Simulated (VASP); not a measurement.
Wanted: the native input for a VASP 6.6.1 run.

```yaml
Task: single point
Functional: PBE
Potentials_or_basis: VASP PAW PBE potentials, release 64 (Gd, N)
Cutoff: 520 eV
k_mesh: 8 × 8 × 6
Occupations: fermi-dirac, width 0.05 eV
Spin: collinear spin, ferromagnetic start
Starting_moments: "[7.0, 7.0, 0.0, 0.0] μB"
Hubbard_terms: Gd f U = 8 eV
Further_INCAR_settings: ALGO = Normal; EDIFF = 1e-06
```

The structure of GdN lies in POSCAR:

```
GdN
1.0
    2.5050000000     -2.5050000000      0.0000000000
    2.5050000000      2.5050000000      0.0000000000
    0.0000000000      0.0000000000      5.0100000000
Gd N
2 2
Direct
    0.0000000000      0.0000000000      0.0000000000
    0.5000000000      0.5000000000      0.5000000000
    0.5000000000      0.5000000000      0.0000000000
    0.0000000000      0.0000000000      0.5000000000
```

The cell comes from a database or a generator and needn't be the stable form of this composition.

The input as run:

INCAR

```
SYSTEM = GdN
PREC = Accurate
ENCUT = 520
EDIFF = 1E-6
ISMEAR = -1
SIGMA = 0.05
LREAL = .False.
LASPH = .True.
NELM = 120
ALGO = Normal
ISIF = 2
LWAVE = .False.
LCHARG = .False.
ISPIN = 2
MAGMOM = 7 7 0 0
LORBIT = 11
LMAXMIX = 6
LDAU = .True.
LDAUTYPE = 2
LDAUL = 3 -1
LDAUU = 8 0
LDAUJ = 0 0
LDAUPRINT = 1
GGA = PE
```

KPOINTS

```
regular mesh
0
Gamma
  8 8 6
  0 0 0
```

Potentials or basis: VASP PAW PBE potentials, release 64 (Gd, N).

Run with:

```bash
$ cat potpaw_PBE.64/Gd/POTCAR potpaw_PBE.64/N/POTCAR > POTCAR
$ mpirun -np 1 vasp_std > vasp.out
```

It gave:

```json
{"Pressure": "0.3 GPa", "Band gap on the k mesh": "none (metal or under the smearing width)", "Net moment": "14.00 μB per cell", "Site moments": "Gd +6.88; N -0.12 μB", "Valence electrons inside the program's atomic spheres": "Gd 15.21; N 3.63"}
```

Caveat: spin-orbit coupling is left out, which moves the levels of the heavy elements.

Wall time 18 min on 1 thread of Intel(R) Xeon(R) Platinum 8559C (Emerald Rapids), with other jobs on the host, peak memory 0.38 GiB.
